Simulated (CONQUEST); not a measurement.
## ZnS under changes of volume

One of the cells (19.727 Å³/atom); the others are scaled copies at fixed shape and fractional positions:

```
Zn S
1.0
     3.82121    0.00000    0.00000
     0.00000    3.82121    0.00000
     0.00000    0.00000    5.40400
Zn S
2 2
Cartesian
  0.0000 1.9106 1.3510
  1.9106 0.0000 4.0530
  0.0000 0.0000 0.0000
  1.9106 1.9106 2.7020
```

| Item | Value |
| --- | --- |
| Program | CONQUEST 1.3 |
| Functional | PBE |
| Potentials or basis | PseudoDojo NC PBE, SZ, grid of 36 × 36 × 60 points |
| k mesh | 7 × 7 × 5 |
| Occupations | fermi-dirac, width 0.05 eV |
| Spin | no spin polarisation |

```csv
volume (Å³/atom),energy over the lowest point (meV/atom),pressure (GPa),gap on the mesh (eV)
18.543,203.34,20.3,1.96
18.938,156.01,18.1,1.81
19.332,114.26,15.8,1.67
19.727,78.14,13.7,1.53
20.121,?,?,?
20.516,21.48,9.6,1.27
20.910,0.00,8.0,1.15
```

Task: What does the run at 20.121 Å³/atom give?

Result: Energy over the lowest point 47.22 meV/atom; pressure 11.5 GPa; gap on the mesh 1.40 eV.

Worked out: A Birch-Murnaghan fit of order 3 (a polynomial in V^(-2/3)) to the other rows has no minimum within the range. It gives 47.38 meV/atom at 20.121 Å³/atom, against the run's 47.22, and -dE/dV = 11.5 GPa, against 11.5. A straight line through the other rows of the gap, of slope -6.74 eV per unit of ln V, gives 1.40 eV, against the run's 1.40.

Energies are extrapolated to zero smearing.

Caveats: the atomic basis is small; an odd mesh through Γ misses points on the zone boundary, where band edges often lie; the basis of atomic orbitals isn't converged, which shifts pressures, moduli and gaps; the real-space grid breaks the cell's symmetry a little (some runs).
